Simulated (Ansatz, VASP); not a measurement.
# Two plane-wave programs on NaF (Villiaumite)

File INCAR:

```
SYSTEM = NaF
ALGO = Normal
EDIFF = 1E-7
ENCUT = 520
ISIF = 2
ISMEAR = -1
LASPH = .True.
LCHARG = .False.
LREAL = .False.
LWAVE = .False.
NBANDS = 14
NELM = 60
PREC = Accurate
SIGMA = 0.05
```

File KPOINTS:

```
k-points
0
Gamma
  10 10 10
  0 0 0
```

Contents of POSCAR:

```
NaF
1.0
    0.0000000000      2.3200000000      2.3200000000
    2.3200000000      0.0000000000      2.3200000000
    2.3200000000      2.3200000000      0.0000000000
Na F
1 1
Direct
    0.0000000000      0.0000000000      0.0000000000
    0.5000000000      0.5000000000      0.5000000000
```

input.yaml

```yaml
crystal:
  lattice:
    - [0.0, 2.32, 2.32]
    - [2.32, 0.0, 2.32]
    - [2.32, 2.32, 0.0]
  atoms:
    - { symbol: Na, position: [0.0, 0.0, 0.0] }
    - { symbol: F, position: [0.5, 0.5, 0.5] }
hamiltonian:
  xc: lda
  pseudopotentials: { kind: paw }
kpoints:
  mp_grid: { grid: [10, 10, 10] }
  band_path:
    path:
      - [[0.0, 0.0, 0.0], [0.5, 0.0, 0.5], [0.5, 0.25, 0.75], [0.375, 0.375, 0.75], [0.0, 0.0, 0.0], [0.5, 0.5, 0.5], [0.625, 0.25, 0.625], [0.5, 0.25, 0.75], [0.5, 0.5, 0.5], [0.375, 0.375, 0.75]]
      - [[0.625, 0.25, 0.625], [0.5, 0.0, 0.5]]
    npoints: 14
scf:
  occupations: { method: fermi_dirac, width: 0.05 }
  n_extra_bands: 6
output:
  forces: true
  stress: true
  eigenvalues: true
  fatbands: true
```

Alike in both runs: functional LDA; k mesh 10 × 10 × 10; occupations fermi-dirac, width 0.05 eV; no spin polarisation.

|  | VASP | Ansatz |
| --- | --- | --- |
| version | VASP 6.6.1 | Ansatz 0.2.0 |
| potentials or method | VASP PAW LDA potentials, release 64 (Na_pv, F) | Ansatz PAW |
| plane-wave cutoff (eV) | 520 | 420 |
| valence electrons in the cell | 14 | 16 |
| task | single point | band structure |

```csv
,VASP,Ansatz,Ansatz less VASP
gap on the k mesh at the Fermi level (eV),5.94,5.96,+0.022
least direct gap on the mesh (eV),5.94,5.96,+0.022
pressure (GPa),-4.5,-4.5,+0.07
```

The two sets of potentials don't hold the same shells in valence.

Caveats: the pressure holds a Pulay correction of +0.7 GPa for the finite cutoff (Ansatz); the PAW data sets come from PBE, with cores solved anew for the run's functional, which leaves a small shift of forces and pressure (Ansatz). A k mesh can miss the band edges. LDA gaps usually lie below the measured ones, often by a third to a half.
